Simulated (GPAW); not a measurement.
## honeycomb SnTe monolayer: simulated STM images

Wanted: filled- and empty-state images of honeycomb SnTe monolayer, with its work function.

Method: GPAW, PAW setups; layer in a repeated cell with vacuum, relaxation of atoms and in-plane cell, in the first sound run; inputs show where later runs differ, in GPAW 26.7.0.

### 1. Set-up

The cell holds 2 atoms: 1 Te and 1 Sn. Cell: a = 4.180 Å, b = 4.180 Å, c = 15.690 Å, α = 90.0°, β = 90.0°, γ = 120.0°. Vacuum lies along c.

As a file:

```
Te Sn
1.0
     4.18000    0.00000    0.00000
    -2.09000    3.61999    0.00000
     0.00000    0.00000   15.69000
Te Sn
1 1
Direct
  0.66667 0.33333 0.44614
  0.33333 0.66667 0.55386
```

### 2. Relaxing the atoms

Forces are removed first; all later runs use this geometry.

Input file run.py:

```python
import json
import numpy as np
from ase import Atoms
from ase.filters import FrechetCellFilter
from ase.optimize import BFGS
from gpaw import GPAW, PW

slab = Atoms(
    ['Te', 'Sn'],
    positions=[
        [2.09000, 1.20666, 7.00000],
        [-0.00000, 2.41332, 8.69000]],
    cell=[[4.18, 0.0, 0.0], [-2.09, 3.61999, 0.0], [0.0, 0.0, 15.69]],
    pbc=[True, True, True])

slab.calc = GPAW(mode=PW(600), xc='PBE', kpts={'size': (9, 9, 1), 'gamma': True},
                 occupations={'name': 'fermi-dirac', 'width': 0.05}, nbands='200%',
                 convergence={'density': 1e-05}, maxiter=200,
                 symmetry={'tolerance': 1e-3}, txt='slab.txt')
result = {}
# The in-plane cell is free; stress needs a cell that repeats along all three vectors
path = []
opt = BFGS(FrechetCellFilter(slab, mask=[1, 1, 0, 0, 0, 1]), maxstep=0.2)
opt.attach(lambda: path.append((slab.get_potential_energy(), slab.positions.tolist(), slab.get_forces().tolist())))
result['relaxed'] = bool(opt.run(fmax=0.02, steps=45))
result['path'] = path
result['cell'] = slab.cell.tolist()
print('in-plane lattice', slab.cell.cellpar().round(4)[[0, 1, 5]])
energy = slab.get_potential_energy()
fermi = slab.calc.get_fermi_level()
v = slab.calc.get_electrostatic_potential().mean((0, 1)) - fermi
n = slab.calc.get_pseudo_density().mean((0, 1))
L = slab.cell[2, 2]
z = np.arange(len(v)) * L / len(v)
low, high = slab.positions[:, 2].min(), slab.positions[:, 2].max()
below, above = np.interp([low - 4.8, high + 4.8], z, v)
slopes = [np.interp(x, z, np.gradient(v, z)) for x in (low - 4.8, high + 4.8)]
eps = np.array([[slab.calc.get_eigenvalues(k, s) for k in range(len(slab.calc.get_ibz_k_points()))]
                for s in range(slab.calc.get_number_of_spins())]) - fermi
top, bottom = eps[eps < 0].max(), eps[eps > 0].min()
dipole = slab.get_dipole_moment()[2]
print(f'energy {energy:.4f} eV, Fermi level {fermi:.4f} eV, dipole {dipole:.5f} e A')
print(f'potential 4.8 A off the faces, from the Fermi level: lower {below:.4f} eV, upper {above:.4f} eV')
print(f'slope of the potential there: lower {slopes[0]:.5f}, upper {slopes[1]:.5f} eV/A')
print(f'nearest levels on the mesh: {top:.4f} and {bottom:.4f} eV')
print('magnetic moment', round(slab.get_magnetic_moment(), 3))
result.update(energy=energy, fermi=fermi, dipole=dipole, below=below, above=above, slopes=slopes, edges=[top, bottom],
              z=z.tolist(), v=v.tolist(), n=n.tolist(), positions=slab.positions.tolist(),
              forces=slab.get_forces(apply_constraint=False).tolist(), moments=slab.get_magnetic_moments().tolist())
json.dump(result, open('result.json', 'w'))
```

The run is started by

```bash
$ OMP_NUM_THREADS=1 OPENBLAS_NUM_THREADS=1 python run.py
```

The log of the run:

```text
Step          Energy          fmax
BFGS:    0       -7.588493        0.040153
BFGS:    1       -7.588566        0.030158
BFGS:    2       -7.588654        0.005803
in-plane lattice [  4.1753   4.1753 120.    ]
energy -7.5887 eV, Fermi level -1.5585 eV, dipole 0.06205 e A
potential 4.8 A off the faces, from the Fermi level: lower 4.4606 eV, upper 4.2509 eV
slope of the potential there: lower 0.04732, upper 0.04812 eV/A
nearest levels on the mesh: -0.9445 and 0.9647 eV
magnetic moment 0.0
```

Run time: 63 s. Hardware: 1 thread of Arm Neoverse V2, shared host; peak memory 0.31 GiB.

Numbers from this step:

| Property | Result |
| --- | --- |
| dipole along the normal | 0.06205 e·Å |
| levels nearest the Fermi level on the mesh | -0.9445, 0.9647 eV from the Fermi level |

Electrostatic potential energy of an electron (without an applied field's), less the Fermi level, planar mean against z:

z (Å), electrostatic potential energy of an electron (without an applied field's), less the Fermi level, planar mean (eV) and a bar from the least value:
```
      0.0        4.4 ##############################
      0.5        4.4 ##############################
      1.0        4.4 ##############################
      1.5        4.4 ##############################
      2.0        4.5 ##############################
      2.5        4.5 ##############################
      3.0        4.5 ##############################
      3.5        4.5 ##############################
      4.0        4.5 ##############################
      4.5        4.5 ##############################
      5.0        4.4 ##############################
      5.5        3.9 #############################
      6.0        1.7 #########################
      6.5       -5.4 ##############
      7.0      -14.0 
      7.5       -7.2 ###########
      8.0       -4.6 ###############
      8.5      -11.0 #####
      9.0       -8.7 #########
      9.5       -0.6 ######################
     10.0        2.7 ###########################
     10.5        3.7 #############################
     11.0        4.0 #############################
     11.5        4.1 #############################
     12.0        4.2 #############################
     12.5        4.2 #############################
     13.0        4.2 ##############################
     13.5        4.3 ##############################
     14.0        4.3 ##############################
     14.5        4.3 ##############################
     15.0        4.3 ##############################
     15.5        4.3 ##############################
```

The pseudo valence density, planar mean by z:

z (Å), pseudo valence density, planar mean (e/Å³) and a bar from the least value:
```
     0.00      0.000 
     0.35      0.000 
     0.87      0.000 
     1.22      0.000 
     1.74      0.000 
     2.09      0.000 
     2.44      0.000 
     2.96      0.000 
     3.31      0.000 
     3.84      0.000 
     4.18      0.001 
     4.53      0.002 
     5.06      0.009 
     5.40      0.024 #
     5.93      0.092 ####
     6.28      0.184 #######
     6.62      0.202 ########
     7.15      0.127 #####
     7.50      0.274 ###########
     8.02      0.307 ############
     8.37      0.614 ########################
     8.89      0.766 ##############################
     9.24      0.283 ###########
     9.59      0.116 #####
    10.11      0.035 #
    10.46      0.015 #
    10.98      0.004 
    11.33      0.002 
    11.68      0.001 
    12.20      0.000 
    12.55      0.000 
    13.07      0.000 
    13.42      0.000 
    13.77      0.000 
    14.30      0.000 
    14.64      0.000 
    15.17      0.000 
    15.52      0.000
```

The relaxation lowered the energy of the cell by 1.6e-4 eV (energies extrapolated to zero smearing; the optimiser's log prints free energies). The largest force left on a free atom is 0.0058 eV/Å.

### 3. Plane waves, PBE

The work function is the vacuum plateau of the electrostatic potential less the Fermi level; a dipole layer lets the two faces have plateaus of their own.

This step: GPAW, PAW setups; slab in vacuum (GPAW 26.7.0).

Input file run.py:

```python
import json
import numpy as np
from ase import Atoms
from ase.dft.stm import STM
from gpaw import GPAW, PW

slab = Atoms(
    ['Te', 'Sn'],
    positions=[
        [2.08763, 1.20529, 7.00000],
        [-0.00000, 2.41059, 8.68563]],
    cell=[[4.17527, -0.0, 0.0], [-2.08763, 3.61589, 0.0], [0.0, 0.0, 15.6856]],
    pbc=[True, True, False])

slab.calc = GPAW(mode=PW(400), xc='PBE', kpts={'size': (9, 9, 1), 'gamma': True},
                 occupations={'name': 'fermi-dirac', 'width': 0.05}, nbands='200%',
                 convergence={'density': 1e-05}, maxiter=200,
                 poissonsolver={'dipolelayer': 'xy'},
                 symmetry={'tolerance': 1e-3}, txt='slab.txt')
result = {}
energy = slab.get_potential_energy()
fermi = slab.calc.get_fermi_level()
v = slab.calc.get_electrostatic_potential().mean((0, 1)) - fermi
n = slab.calc.get_pseudo_density().mean((0, 1))
L = slab.cell[2, 2]
z = np.arange(len(v)) * L / len(v)
low, high = slab.positions[:, 2].min(), slab.positions[:, 2].max()
below, above = np.interp([low - 4.8, high + 4.8], z, v)
slopes = [np.interp(x, z, np.gradient(v, z)) for x in (low - 4.8, high + 4.8)]
eps = np.array([[slab.calc.get_eigenvalues(k, s) for k in range(len(slab.calc.get_ibz_k_points()))]
                for s in range(slab.calc.get_number_of_spins())]) - fermi
top, bottom = eps[eps < 0].max(), eps[eps > 0].min()
dipole = slab.get_dipole_moment()[2]
print(f'energy {energy:.4f} eV, Fermi level {fermi:.4f} eV, dipole {dipole:.5f} e A')
print(f'potential 4.8 A off the faces, from the Fermi level: lower {below:.4f} eV, upper {above:.4f} eV')
print(f'slope of the potential there: lower {slopes[0]:.5f}, upper {slopes[1]:.5f} eV/A')
print(f'nearest levels on the mesh: {top:.4f} and {bottom:.4f} eV')
print('magnetic moment', round(slab.get_magnetic_moment(), 3))
result.update(energy=energy, fermi=fermi, dipole=dipole, below=below, above=above, slopes=slopes, edges=[top, bottom],
              z=z.tolist(), v=v.tolist(), n=n.tolist(), positions=slab.positions.tolist(),
              forces=slab.get_forces(apply_constraint=False).tolist(), moments=slab.get_magnetic_moments().tolist())

# Images need the states of the whole zone, up to time reversal
slab.calc = slab.calc.fixed_density(symmetry={'point_group': False}, txt='states.txt', nbands='260%',
                                    convergence={'bands': 'CBM+0.8'})
stm = STM(slab)
result['stm'] = []
for bias in [-0.5, 0.5]:
    height = high + 4.0
    current = stm.get_averaged_current(bias, height)
    x, y, h = stm.scan(bias, current)
    i, f = divmod(height / L * stm.ldos.shape[2], 1)
    I = abs((1 - f) * stm.ldos[:, :, int(i)] + f * stm.ldos[:, :, int(i) + 1])
    print(f'bias {bias} V: mean current at 4.0 A {current:.4e}, corrugation {np.ptp(h):.4f} A')
    result['stm'].append(dict(bias=bias, current=current, h=(h - high).tolist(), I=I.tolist()))
json.dump(result, open('result.json', 'w'))
```

The log of the run:

```text
energy -7.4545 eV, Fermi level -1.5592 eV, dipole 0.04439 e A
potential 4.8 A off the faces, from the Fermi level: lower 4.6261 eV, upper 4.0915 eV
slope of the potential there: lower -0.00028, upper 0.00065 eV/A
nearest levels on the mesh: -0.9431 and 0.9618 eV
magnetic moment 0.0
bias -0.5 V: mean current at 4.0 A 0.0000e+00, corrugation 0.0000 A
bias 0.5 V: mean current at 4.0 A 0.0000e+00, corrugation 0.0000 A
```

The job ended after 48 s (1 thread; peak memory 0.32 GiB).

Numbers from this step:

```
dipole along the normal                    : 0.04439 e·Å
levels nearest the Fermi level on the mesh : -0.9431, 0.9618 eV from the Fermi level
upper work function                        : 4.092 eV
lower work function                        : 4.626 eV
upper ionisation energy                    : 5.035 eV
```

Electrostatic potential energy of an electron (without an applied field's), less the Fermi level, planar mean against z:

| z (Å) | electrostatic potential energy of an electron (without an applied field's), less the Fermi level, planar mean (eV) |
| --- | --- |
| 0.0 | 4.36 |
| 0.5 | 4.63 |
| 1.0 | 4.63 |
| 1.5 | 4.63 |
| 2.0 | 4.63 |
| 2.5 | 4.63 |
| 3.0 | 4.63 |
| 3.5 | 4.62 |
| 4.0 | 4.61 |
| 4.5 | 4.58 |
| 5.0 | 4.44 |
| 5.5 | 3.88 |
| 6.0 | 1.70 |
| 6.5 | -5.46 |
| 7.0 | -14.1 |
| 7.5 | -7.24 |
| 8.0 | -4.61 |
| 8.5 | -11.1 |
| 9.0 | -8.68 |
| 9.5 | -0.551 |
| 10.0 | 2.68 |
| 10.5 | 3.68 |
| 11.0 | 3.97 |
| 11.5 | 4.06 |
| 12.0 | 4.08 |
| 12.5 | 4.09 |
| 13.0 | 4.09 |
| 13.5 | 4.09 |
| 14.0 | 4.09 |
| 14.5 | 4.09 |
| 15.0 | 4.09 |
| 15.5 | 4.22 |

The pseudo valence density, planar mean by z:

| z (Å) | pseudo valence density, planar mean (e/Å³) |
| --- | --- |
| 3.0 | 3.5e-5 |
| 3.5 | 1.3e-4 |
| 4.0 | 5.1e-4 |
| 4.5 | 0.00204 |
| 5.0 | 0.00794 |
| 5.5 | 0.0320 |
| 6.0 | 0.111 |
| 6.5 | 0.216 |
| 7.0 | 0.104 |
| 7.5 | 0.270 |
| 8.0 | 0.313 |
| 8.5 | 0.803 |
| 9.0 | 0.584 |
| 9.5 | 0.148 |
| 10.0 | 0.0455 |
| 10.5 | 0.0140 |
| 11.0 | 0.00416 |
| 11.5 | 0.00117 |
| 12.0 | 3.5e-4 |
| 12.5 | 1.0e-4 |
| 13.0 | 2.9e-5 |

The layer is gapped, so the Fermi level lies somewhere inside the gap, set by smearing and numerics, and these work functions are no property of the material; the band edges below the vacuum level are. The potential is flat to 6.5e-4 eV/Å where it is read, so the vacuum is wide enough. At -0.5 and 0.5 V the search found no usable constant-current contour near the set height, since the window lies inside the gap and carries no current, so the printed corrugation is no image; it is left out.

### 4. A changed run

One more run, with changed settings.

run.py, as its differences from that of step 3:

```diff
@@ -3,3 +3,2 @@
 from ase import Atoms
-from ase.dft.stm import STM
 from gpaw import GPAW, PW
@@ -15,4 +14,4 @@
 slab.calc = GPAW(mode=PW(400), xc='PBE', kpts={'size': (9, 9, 1), 'gamma': True},
-                 occupations={'name': 'fermi-dirac', 'width': 0.05}, nbands='200%',
-                 convergence={'density': 1e-05}, maxiter=200,
+                 occupations={'name': 'fermi-dirac', 'width': 1.0}, nbands='200%',
+                 convergence={'density': 1e-05}, maxiter=100,
                  poissonsolver={'dipolelayer': 'xy'},
@@ -41,16 +40,2 @@
               forces=slab.get_forces(apply_constraint=False).tolist(), moments=slab.get_magnetic_moments().tolist())
-
-# Images need the states of the whole zone, up to time reversal
-slab.calc = slab.calc.fixed_density(symmetry={'point_group': False}, txt='states.txt', nbands='260%',
-                                    convergence={'bands': 'CBM+0.8'})
-stm = STM(slab)
-result['stm'] = []
-for bias in [-0.5, 0.5]:
-    height = high + 4.0
-    current = stm.get_averaged_current(bias, height)
-    x, y, h = stm.scan(bias, current)
-    i, f = divmod(height / L * stm.ldos.shape[2], 1)
-    I = abs((1 - f) * stm.ldos[:, :, int(i)] + f * stm.ldos[:, :, int(i) + 1])
-    print(f'bias {bias} V: mean current at 4.0 A {current:.4e}, corrugation {np.ptp(h):.4f} A')
-    result['stm'].append(dict(bias=bias, current=current, h=(h - high).tolist(), I=I.tolist()))
 json.dump(result, open('result.json', 'w'))
```

The log of the run:

```text
energy -6.9280 eV, Fermi level -1.8709 eV, dipole 0.01185 e A
potential 4.8 A off the faces, from the Fermi level: lower 4.9456 eV, upper 4.7964 eV
slope of the potential there: lower -0.04689, upper 0.05344 eV/A
nearest levels on the mesh: -1.1029 and 0.9638 eV
magnetic moment 0.0
```

The job ended after 15 s (1 thread; peak memory 0.19 GiB).

The run finished. A setting was moved off its sound value on purpose, so it serves as a test and not as the result.

The fault put into the input: a smearing of electronvolts (width = 1.0).

The two runs compared:

| quantity | this run | sound run | difference |
| --- | --- | --- | --- |
| dipole along the normal (e·Å) | 0.011853 | 0.044390 | -0.0325 |

The two runs differ clearly in the dipole along the normal: 0.0119 e·Å against 0.0444 e·Å.

### 5. Outcome

```yaml
work_function_upper_and_lower_face_fermi_level_placed_in_the_gap_by_the_smearing: 4.092 and 4.626 eV
ionisation_energy_from_the_upper_face_highest_filled_level_on_the_mesh: 5.03 eV
electron_affinity_from_the_upper_face_lowest_empty_kohn_sham_level_on_the_mesh: 3.13 eV
dipole_along_the_normal: 0.0444 e Å
```

**Reading.** With plane waves and PBE the ionisation energy from the upper face is 5.03 eV and the Kohn-Sham electron affinity 3.13 eV. The two faces differ by 0.53 eV, the step that the slab's dipole makes (e p/(ε0 A) gives 0.53 eV), so the dipole layer is needed. The levels nearest the Fermi level on the mesh lie 1.90 eV apart, so the slab is gapped there: the smearing puts the Fermi level inside the gap, and from either face the ionisation energy is the work function plus 0.94 eV. Both are Kohn-Sham levels on the mesh, and semilocal gaps are too small, so the affinity tends to come out too large and the ionisation energy too small. With elements this heavy, spin-orbit coupling can move band edges by tenths of an eV. The relaxation of atoms and cell ran in a fully periodic cell without the dipole layer, so the atoms of this polar layer felt a small spurious field. The layer's cell and atoms come from the relaxation; spin-orbit coupling and temperature are left out.

[Logs are printed without paths, hosts, clocks, repeated set-up lines and the standing remarks that a program may print on its own settings, such as how far it seeks lower states.]

[Hosts, paths, dates, database ids (printed as entryN), source tags and the programs' standing remarks are cut or masked in the printed files.]
